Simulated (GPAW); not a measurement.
# Work function of Mg/Rh(110) at several levels

Wanted: work functions and dipole of Mg/Rh(110), with the cost of each level.

Calculated with GPAW 26.7.0; GPAW, PAW setups; slab in vacuum, relaxation, in the first sound run; inputs show where later runs differ.

## Step 1: The structure

The cell holds 6 atoms: 5 Rh and 1 Mg. Its edges and angles: a = 3.800 Å, b = 2.687 Å, c = 26.346 Å, α = 90.0°, β = 90.0°, γ = 90.0°. Vacuum lies along c.

Structure file:

```
Rh Mg
1.0
     3.80000    0.00000    0.00000
     0.00000    2.68701    0.00000
     0.00000    0.00000   26.34551
Rh Mg
5 1
Direct
  0.00000 0.00000 0.34161
  0.50000 0.50000 0.39261
  0.00000 0.00000 0.44361
  0.50000 0.50000 0.49460
  0.00000 0.00000 0.54560
  0.00000 0.00000 0.65839
```

## Step 2: Relaxing the atoms

Forces are removed first; all later runs use this geometry. The lowest 3 atoms are held at bulk positions and keep their forces.

Contents of run.py:

```python
import json
import numpy as np
from ase import Atoms
from ase.constraints import FixAtoms
from ase.optimize import BFGS
from gpaw import GPAW, PW

slab = Atoms(
    ['Rh', 'Rh', 'Rh', 'Rh', 'Rh', 'Mg'],
    positions=[
        [0.00000, 0.00000, 9.00000],
        [1.90000, 1.34350, 10.34350],
        [0.00000, 0.00000, 11.68701],
        [1.90000, 1.34350, 13.03051],
        [0.00000, 0.00000, 14.37401],
        [0.00000, 0.00000, 17.34551]],
    cell=[[3.8, 0.0, 0.0], [0.0, 2.68701, 0.0], [0.0, 0.0, 26.34551]],
    pbc=[True, True, False])

slab.calc = GPAW(mode=PW(400), xc='PBE', kpts={'size': (8, 12, 1), 'gamma': True},
                 occupations={'name': 'fermi-dirac', 'width': 0.1}, nbands='200%',
                 convergence={'density': 1e-05}, maxiter=200,
                 poissonsolver={'dipolelayer': 'xy'},
                 symmetry={'tolerance': 1e-3, 'extra_ids': [1, 1, 1, 0, 0, 0]}, txt='slab.txt')
result = {}
slab.set_constraint(FixAtoms([0, 1, 2]))
path = []
opt = BFGS(slab, maxstep=0.2)
opt.attach(lambda: path.append((slab.get_potential_energy(), slab.positions.tolist(), slab.get_forces().tolist())))
result['relaxed'] = bool(opt.run(fmax=0.03, steps=40))
result['path'] = path
energy = slab.get_potential_energy()
fermi = slab.calc.get_fermi_level()
v = slab.calc.get_electrostatic_potential().mean((0, 1)) - fermi
n = slab.calc.get_pseudo_density().mean((0, 1))
L = slab.cell[2, 2]
z = np.arange(len(v)) * L / len(v)
low, high = slab.positions[:, 2].min(), slab.positions[:, 2].max()
below, above = np.interp([low - 6.8, high + 6.8], z, v)
slopes = [np.interp(x, z, np.gradient(v, z)) for x in (low - 6.8, high + 6.8)]
eps = np.array([[slab.calc.get_eigenvalues(k, s) for k in range(len(slab.calc.get_ibz_k_points()))]
                for s in range(slab.calc.get_number_of_spins())]) - fermi
top, bottom = eps[eps < 0].max(), eps[eps > 0].min()
dipole = slab.get_dipole_moment()[2]
print(f'energy {energy:.4f} eV, Fermi level {fermi:.4f} eV, dipole {dipole:.5f} e A')
print(f'potential 6.8 A off the faces, from the Fermi level: lower {below:.4f} eV, upper {above:.4f} eV')
print(f'slope of the potential there: lower {slopes[0]:.5f}, upper {slopes[1]:.5f} eV/A')
print(f'nearest levels on the mesh: {top:.4f} and {bottom:.4f} eV')
print('magnetic moment', round(slab.get_magnetic_moment(), 3))
result.update(energy=energy, fermi=fermi, dipole=dipole, below=below, above=above, slopes=slopes, edges=[top, bottom],
              z=z.tolist(), v=v.tolist(), n=n.tolist(), positions=slab.positions.tolist(),
              forces=slab.get_forces(apply_constraint=False).tolist(), moments=slab.get_magnetic_moments().tolist())
json.dump(result, open('result.json', 'w'))
```

On the command line:

```console
$ OMP_NUM_THREADS=1 OPENBLAS_NUM_THREADS=1 python run.py
```

The program printed:

```text
Step          Energy          fmax
BFGS:    0      -34.742404        0.908981
BFGS:    1      -34.759995        0.804955
BFGS:    2      -34.891130        0.504627
BFGS:    3      -34.903336        0.421913
BFGS:    4      -34.913954        0.468055
BFGS:    5      -34.926015        0.374783
BFGS:    6      -34.935889        0.314400
BFGS:    7      -34.940004        0.351691
BFGS:    8      -34.943455        0.342955
BFGS:    9      -34.953981        0.254794
BFGS:   10      -34.962794        0.214106
BFGS:   11      -34.967294        0.069506
BFGS:   12      -34.967672        0.006642
energy -34.8018 eV, Fermi level 0.5308 eV, dipole 0.04133 e A
potential 6.8 A off the faces, from the Fermi level: lower 4.5673 eV, upper 3.8344 eV
slope of the potential there: lower -0.00006, upper 0.00000 eV/A
nearest levels on the mesh: -0.0005 and 0.0030 eV
magnetic moment 0.0
```

Wall time 2.2 h (1 thread of Arm Neoverse V1, shared host); peak memory 0.47 GiB.

Step by step:

```tsv
step	energy less that of the first step (eV)	largest force (eV/Å)
1	0.0000	0.9090
2	-0.0177	0.8050
3	-0.1486	0.5046
4	-0.1606	0.4219
5	-0.1711	0.4681
6	-0.1830	0.3748
7	-0.1929	0.3144
8	-0.1970	0.3517
9	-0.2006	0.3430
10	-0.2122	0.2548
11	-0.2224	0.2141
12	-0.2279	0.0695
13	-0.2283	0.0066
```

The atoms that moved most (Å):

```tsv
atom	dx	dy	dz	length
Mg6	0.000	0.000	-0.398	0.398
Rh4	0.000	0.000	0.114	0.114
Rh5	0.000	0.000	0.015	0.015
```

Final coordinates:

```cif
data_structure
_symmetry_space_group_name_H-M 'P 1'
_symmetry_Int_Tables_number 1
_cell_length_a 3.8000
_cell_length_b 2.6870
_cell_length_c 26.3455
_cell_angle_alpha 90.000
_cell_angle_beta 90.000
_cell_angle_gamma 90.000
_cell_volume 269.00
loop_
_atom_site_label
_atom_site_type_symbol
_atom_site_fract_x
_atom_site_fract_y
_atom_site_fract_z
_atom_site_occupancy
Rh1 Rh 0.00000 0.00000 0.34161 1
Rh2 Rh 0.50000 0.50000 0.39261 1
Rh3 Rh 0.00000 0.00000 0.44361 1
Rh4 Rh 0.50000 0.50000 0.49893 1
Rh5 Rh 0.00000 0.00000 0.54615 1
Mg6 Mg 0.00000 0.00000 0.64330 1
```

This step gave:

* dipole along the normal: 0.04133 e·Å
* levels nearest the Fermi level on the mesh: -4.76e-4, 0.002955 eV from the Fermi level
* upper work function: 3.834 eV
* lower work function: 4.567 eV

The electrostatic potential energy of an electron (without an applied field's), less the Fermi level, planar mean oscillates, so the rows of the table below give means over windows of 1.37 Å about each position, cut where the curve ends. Its maxima inside the range that stand out by 2 % of the span (Å: eV): 9.7: -7.79, 11.1: -8.25, 12.4: -6.33, 13.8: -9.70, 15.6: 2.55. Its minima: 9.1: -14.5, 10.3: -15.5, 11.7: -15.2, 13.2: -15.6, 14.3: -14.9, 17.0: -8.46.

Table of electrostatic potential energy of an electron (without an applied field's), less the Fermi level, planar mean by z; means over each step:

z (Å), electrostatic potential energy of an electron (without an applied field's), less the Fermi level, planar mean (eV) and a bar from the least value:
```
     0.69        4.5 ##############################
     2.06        4.6 ##############################
     3.43        4.6 ##############################
     4.79        4.6 ##############################
     6.17        4.5 ##############################
     7.54        3.3 ############################
     8.91       -9.5 ####
    10.28      -11.6 
    11.65      -11.3 #
    13.02      -11.4 
    14.39      -10.5 ##
    15.76        0.9 #######################
    17.12       -5.2 ############
    18.50        2.4 ##########################
    19.86        3.8 ############################
    21.23        3.8 #############################
    22.61        3.8 #############################
    23.98        3.8 #############################
    25.35        3.8 #############################
```

The pseudo valence density, planar mean oscillates, so the rows of the table below give means over windows of 1 Å about each position, cut where the curve ends. Its maxima inside the range that stand out by 2 % of the span (Å: e/Å³): 9.1: 1.62, 10.3: 1.68, 11.6: 1.60, 13.1: 1.63, 14.3: 1.64, 16.9: 1.27. Its minima: 9.7: 0.618, 11.0: 0.621, 12.4: 0.525, 13.7: 0.730, 16.0: 0.0862.

Table of pseudo valence density, planar mean by z; means over each step:

```tsv
z (Å)	pseudo valence density, planar mean (e/Å³)
5	6.2e-5
6	7.5e-4
7	0.0100
8	0.179
9	1.16
10	1.09
11	0.947
12	1.07
13	1.19
14	1.11
15	0.568
16	0.134
17	0.787
18	0.0623
19	0.0110
20	0.00142
21	1.5e-4
```

The relaxation lowered the energy of the cell by 0.228 eV (energies extrapolated to zero smearing; the optimiser's log prints free energies). The largest force left on a free atom is 0.0066 eV/Å.

## Step 3: The slab's potential

The work function is the vacuum plateau of the electrostatic potential less the Fermi level; a dipole layer lets the two faces have plateaus of their own.

This step: GPAW, PAW setups; slab in vacuum (GPAW 26.7.0).

Changes to run.py since step 2:

```diff
@@ -3,4 +3,2 @@
 from ase import Atoms
-from ase.constraints import FixAtoms
-from ase.optimize import BFGS
 from gpaw import GPAW, PW
@@ -13,5 +11,5 @@
         [0.00000, 0.00000, 11.68701],
-        [1.90000, 1.34350, 13.03051],
-        [0.00000, 0.00000, 14.37401],
-        [0.00000, 0.00000, 17.34551]],
+        [1.90000, 1.34350, 13.14463],
+        [-0.00000, 0.00000, 14.38872],
+        [-0.00000, -0.00000, 16.94796]],
     cell=[[3.8, 0.0, 0.0], [0.0, 2.68701, 0.0], [0.0, 0.0, 26.34551]],
@@ -23,10 +21,4 @@
                  poissonsolver={'dipolelayer': 'xy'},
-                 symmetry={'tolerance': 1e-3, 'extra_ids': [1, 1, 1, 0, 0, 0]}, txt='slab.txt')
+                 symmetry={'tolerance': 1e-3}, txt='slab.txt')
 result = {}
-slab.set_constraint(FixAtoms([0, 1, 2]))
-path = []
-opt = BFGS(slab, maxstep=0.2)
-opt.attach(lambda: path.append((slab.get_potential_energy(), slab.positions.tolist(), slab.get_forces().tolist())))
-result['relaxed'] = bool(opt.run(fmax=0.03, steps=40))
-result['path'] = path
 energy = slab.get_potential_energy()
```

The program printed:

```text
energy -34.8018 eV, Fermi level 0.5308 eV, dipole 0.04130 e A
potential 6.8 A off the faces, from the Fermi level: lower 4.5674 eV, upper 3.8342 eV
slope of the potential there: lower -0.00006, upper -0.00000 eV/A
nearest levels on the mesh: -0.0005 and 0.0030 eV
magnetic moment 0.0
```

Wall time 11 min (1 thread); peak memory 0.46 GiB.

This step gave:

```yaml
dipole_along_the_normal: 0.04130 e·Å
levels_nearest_the_fermi_level_on_the_mesh: -4.57e-4, 0.002958 eV from the Fermi level
```

The electrostatic potential energy of an electron (without an applied field's), less the Fermi level, planar mean oscillates, so the rows of the table below give means over windows of 1.37 Å about each position, cut where the curve ends. Its maxima inside the range that stand out by 2 % of the span (Å: eV): 9.7: -7.79, 11.1: -8.25, 12.4: -6.33, 13.8: -9.70, 15.6: 2.55. Its minima: 9.1: -14.5, 10.3: -15.5, 11.7: -15.2, 13.2: -15.6, 14.3: -14.9, 17.0: -8.46.

The electrostatic potential energy of an electron (without an applied field's), less the Fermi level, planar mean by z; means over each step:

```tsv
z (Å)	electrostatic potential energy of an electron (without an applied field's), less the Fermi level, planar mean (eV)
0.69	4.52
2.06	4.57
3.43	4.57
4.79	4.57
6.17	4.53
7.54	3.27
8.91	-9.47
10.28	-11.6
11.65	-11.3
13.02	-11.4
14.39	-10.5
15.76	0.875
17.12	-5.23
18.50	2.39
19.86	3.76
21.23	3.83
22.61	3.83
23.98	3.83
25.35	3.84
```

The pseudo valence density, planar mean oscillates, so the rows of the table below give means over windows of 1 Å about each position, cut where the curve ends. Its maxima inside the range that stand out by 2 % of the span (Å: e/Å³): 9.1: 1.62, 10.3: 1.68, 11.6: 1.60, 13.1: 1.63, 14.3: 1.64, 16.9: 1.27. Its minima: 9.7: 0.618, 11.0: 0.621, 12.4: 0.525, 13.7: 0.730, 16.0: 0.0862.

Pseudo valence density, planar mean against z; means over each step:

z (Å), pseudo valence density, planar mean (e/Å³) and a bar:
```
        5       0.00 
        6       0.00 
        7       0.01 
        8       0.18 #####
        9       1.16 #############################
       10       1.09 ############################
       11       0.95 ########################
       12       1.07 ###########################
       13       1.19 ##############################
       14       1.11 ############################
       15       0.57 ##############
       16       0.13 ###
       17       0.79 ####################
       18       0.06 ##
       19       0.01 
       20       0.00 
       21       0.00
```

Force by atom:

```tsv
atom	x (eV/Å)	y (eV/Å)	z (eV/Å)	size
Rh1	0.000	0.000	0.797	0.797
Rh2	0.000	0.000	-0.575	0.575
Rh3	0.000	0.000	-0.230	0.230
Rh4	0.000	0.000	0.007	0.007
Rh5	0.000	0.000	0.001	0.001
Mg6	0.000	0.000	0.000	0.000
```

The potential is flat to 5.9e-5 eV/Å where it is read, so the vacuum is wide enough.

## Step 4: Self-consistent run: xc = "RPBE"

The same geometry under RPBE, to see how far the functional moves the levels against the vacuum.

Changes to run.py since step 3:

```diff
@@ -17,3 +17,3 @@
 
-slab.calc = GPAW(mode=PW(400), xc='PBE', kpts={'size': (8, 12, 1), 'gamma': True},
+slab.calc = GPAW(mode=PW(400), xc='RPBE', kpts={'size': (8, 12, 1), 'gamma': True},
                  occupations={'name': 'fermi-dirac', 'width': 0.1}, nbands='200%',
```

The program printed:

```text
energy -31.6541 eV, Fermi level 0.6397 eV, dipole 0.03453 e A
potential 6.8 A off the faces, from the Fermi level: lower 4.3867 eV, upper 3.7736 eV
slope of the potential there: lower -0.00006, upper -0.00000 eV/A
nearest levels on the mesh: -0.0025 and 0.0049 eV
magnetic moment 0.0
```

The job ended after 11 min (1 thread; peak memory 0.46 GiB).

This step gave:

```
dipole along the normal                    : 0.03453 e·Å
levels nearest the Fermi level on the mesh : -0.002509, 0.004852 eV from the Fermi level
upper work function                        : 3.774 eV
lower work function                        : 4.387 eV
```

The electrostatic potential energy of an electron (without an applied field's), less the Fermi level, planar mean oscillates, so the rows of the table below give means over windows of 1.37 Å about each position, cut where the curve ends. Its maxima inside the range that stand out by 2 % of the span (Å: eV): 9.7: -7.87, 11.1: -8.34, 12.4: -6.42, 13.8: -9.78, 15.6: 2.43. Its minima: 9.1: -14.5, 10.3: -15.5, 11.7: -15.3, 13.2: -15.6, 14.3: -15.0, 17.0: -8.57.

Table of electrostatic potential energy of an electron (without an applied field's), less the Fermi level, planar mean by z; means over each step:

```tsv
z (Å)	electrostatic potential energy of an electron (without an applied field's), less the Fermi level, planar mean (eV)
0.69	4.34
2.06	4.39
3.43	4.39
4.79	4.38
6.17	4.34
7.54	3.09
8.91	-9.56
10.28	-11.7
11.65	-11.4
13.02	-11.5
14.39	-10.6
15.76	0.755
17.12	-5.34
18.50	2.32
19.86	3.69
21.23	3.77
22.61	3.77
23.98	3.77
25.35	3.78
```

The pseudo valence density, planar mean oscillates, so the rows of the table below give means over windows of 0.5 Å about each position, cut where the curve ends. Its maxima inside the range that stand out by 2 % of the span (Å: e/Å³): 9.06: 1.62, 10.33: 1.68, 11.59: 1.60, 13.07: 1.63, 14.33: 1.64, 16.86: 1.27. Its minima: 9.70: 0.617, 10.96: 0.619, 12.44: 0.523, 13.70: 0.729, 16.02: 0.0861.

The pseudo valence density, planar mean by z; means over each step:

```tsv
z (Å)	pseudo valence density, planar mean (e/Å³)
5.0	5.8e-5
5.5	2.0e-4
6.0	6.6e-4
6.5	0.00215
7.0	0.00805
7.5	0.0304
8.0	0.133
8.5	0.635
9.0	1.41
9.5	0.836
10.0	1.07
10.5	1.36
11.0	0.734
11.5	1.31
12.0	1.09
12.5	0.652
13.0	1.36
13.5	1.09
14.0	1.04
14.5	1.36
15.0	0.446
15.5	0.146
16.0	0.0959
16.5	0.435
17.0	1.04
17.5	0.270
18.0	0.0516
18.5	0.0251
19.0	0.00981
19.5	0.00357
20.0	0.00125
20.5	4.1e-4
21.0	1.4e-4
```

Force by atom:

```tsv
atom	x (eV/Å)	y (eV/Å)	z (eV/Å)	size
Rh1	0.000	0.000	0.505	0.505
Rh2	0.000	0.000	-0.615	0.615
Rh3	0.000	0.000	-0.214	0.214
Rh4	0.000	0.000	0.027	0.027
Rh5	0.000	0.000	0.175	0.175
Mg6	0.000	0.000	0.124	0.124
```

The upper face's work function is 3.774 eV, against 3.834 eV in the first plane-wave PBE run at this geometry.

## Step 5: Self-consistent run: xc = "revPBE"

The same geometry under revPBE, to see how far the functional moves the levels against the vacuum.

Changes to run.py since step 4:

```diff
@@ -17,3 +17,3 @@
 
-slab.calc = GPAW(mode=PW(400), xc='RPBE', kpts={'size': (8, 12, 1), 'gamma': True},
+slab.calc = GPAW(mode=PW(400), xc='revPBE', kpts={'size': (8, 12, 1), 'gamma': True},
                  occupations={'name': 'fermi-dirac', 'width': 0.1}, nbands='200%',
```

The program printed:

```text
energy -32.2749 eV, Fermi level 0.6238 eV, dipole 0.03553 e A
potential 6.8 A off the faces, from the Fermi level: lower 4.4053 eV, upper 3.7744 eV
slope of the potential there: lower -0.00006, upper -0.00000 eV/A
nearest levels on the mesh: -0.0022 and 0.0042 eV
magnetic moment 0.0
```

Wall time 12 min (1 thread); peak memory 0.46 GiB.

This step gave:

| Quantity | Value |
| --- | --- |
| dipole along the normal | 0.03553 e·Å |
| levels nearest the Fermi level on the mesh | -0.002199, 0.004192 eV from the Fermi level |
| lower work function | 4.405 eV |

The upper face's work function is 3.774 eV, against 3.834 eV in the first plane-wave PBE run at this geometry.

## Step 6: Self-consistent run: xc = "LDA"

The same geometry under LDA, to see how far the functional moves the levels against the vacuum.

Changes to run.py since step 5:

```diff
@@ -17,3 +17,3 @@
 
-slab.calc = GPAW(mode=PW(400), xc='revPBE', kpts={'size': (8, 12, 1), 'gamma': True},
+slab.calc = GPAW(mode=PW(400), xc='LDA', kpts={'size': (8, 12, 1), 'gamma': True},
                  occupations={'name': 'fermi-dirac', 'width': 0.1}, nbands='200%',
```

The program printed:

```text
energy -41.4182 eV, Fermi level 0.2672 eV, dipole 0.05564 e A
potential 6.8 A off the faces, from the Fermi level: lower 4.9507 eV, upper 3.9634 eV
slope of the potential there: lower -0.00006, upper -0.00000 eV/A
nearest levels on the mesh: -0.0121 and 0.0004 eV
magnetic moment 0.0
```

Elapsed: 11 min, on 1 thread; peak memory 0.47 GiB.

Numbers from this step:

| Property | Result |
| --- | --- |
| dipole along the normal | 0.05564 e·Å |
| levels nearest the Fermi level on the mesh | -0.01206, 4.46e-4 eV from the Fermi level |
| upper work function | 3.963 eV |
| lower work function | 4.951 eV |

The electrostatic potential energy of an electron (without an applied field's), less the Fermi level, planar mean oscillates, so the rows of the table below give means over windows of 1.37 Å about each position, cut where the curve ends. Its maxima inside the range that stand out by 2 % of the span (Å: eV): 1.8: 4.95, 9.7: -7.46, 11.1: -7.93, 12.4: -5.99, 13.8: -9.38, 15.6: 2.85. Its minima: 9.1: -14.2, 10.3: -15.2, 11.7: -15.0, 13.2: -15.3, 14.3: -14.7, 17.0: -8.26.

Table of electrostatic potential energy of an electron (without an applied field's), less the Fermi level, planar mean by z; means over each step:

```tsv
z (Å)	electrostatic potential energy of an electron (without an applied field's), less the Fermi level, planar mean (eV)
0.69	4.88
2.06	4.95
3.43	4.95
4.79	4.95
6.17	4.91
7.54	3.65
8.91	-9.18
10.28	-11.3
11.65	-11.0
13.02	-11.1
14.39	-10.2
15.76	1.16
17.12	-5.04
18.50	2.52
19.86	3.88
21.23	3.96
22.61	3.96
23.98	3.96
25.35	3.97
```

The upper face's work function is 3.963 eV, against 3.834 eV in the first plane-wave PBE run at this geometry.

## Step 7: Self-consistent run: xc = "vdW-DF2"

The same geometry under vdW-DF2, to see how far the functional moves the levels against the vacuum (the van der Waals functionals take revPBE setups).

Changes to run.py since step 6:

```diff
@@ -17,3 +17,3 @@
 
-slab.calc = GPAW(mode=PW(400), xc='LDA', kpts={'size': (8, 12, 1), 'gamma': True},
+slab.calc = GPAW(mode=PW(400), xc='vdW-DF2', kpts={'size': (8, 12, 1), 'gamma': True},
                  occupations={'name': 'fermi-dirac', 'width': 0.1}, nbands='200%',
```

The program printed:

```text
energy -495.2433 eV, Fermi level 0.4147 eV, dipole 0.05836 e A
potential 6.8 A off the faces, from the Fermi level: lower 4.9943 eV, upper 3.9585 eV
slope of the potential there: lower -0.00011, upper 0.00003 eV/A
nearest levels on the mesh: -0.0115 and 0.0071 eV
magnetic moment 0.0
```

The job ended after 14 min (1 thread; peak memory 0.62 GiB).

Numbers from this step:

| Item | Value |
| --- | --- |
| dipole along the normal | 0.05836 e·Å |
| levels nearest the Fermi level on the mesh | -0.01151, 0.007080 eV from the Fermi level |
| upper work function | 3.958 eV |
| lower work function | 4.994 eV |

The upper face's work function is 3.958 eV, against 3.834 eV in the first plane-wave PBE run at this geometry.

(Continued in part 2 of 2.)

[Logs are printed without paths, hosts, clocks, repeated set-up lines and the standing remarks that a program may print on its own settings, such as how far it seeks lower states.]

[Hosts, paths, dates, database ids (printed as entryN), source tags and the programs' standing remarks are cut or masked in the printed files.]
